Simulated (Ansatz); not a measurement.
## Sb: from a trial structure to a relaxed crystal

These are results of DFT PBE, scalar-relativistic, plane waves, PAW (Ansatz 0.2.0), not measurements. Cutoff 420 eV, Γ-centred k mesh, Gaussian smearing, no spin polarisation in the final step.

A relaxed cell is given with its space group left out.

```xyz
1
Lattice="3.1088 0.0000 0.0000 0.0000 3.1088 0.0000 0.0000 0.0000 3.1088" Properties=species:S:1:pos:R:3 pbc="T T T"
Sb    0.0000    0.0000    0.0000
```

Energies count from the standard state of Sb at the same level.

Q: What space group does it have?

A: Pm-3m (No. 221). Conventional cell: a = 3.109 Å. Around Sb lie 6 Sb at 3.11 Å.

Q: How far above the standard state of Sb does it lie?

A: 0.05 eV/atom.

Q: Is it a metal?

A: Yes, bands cross the Fermi level on the 10×10×10 mesh.

The final run used a 10×10×10 mesh on its 4-atom cell and 0.10 eV smearing. The k mesh leaves about 4 meV/atom of noise in metals. Spin–orbit coupling is left out. The cell came from a trial start, so Sb may not exist in this structure.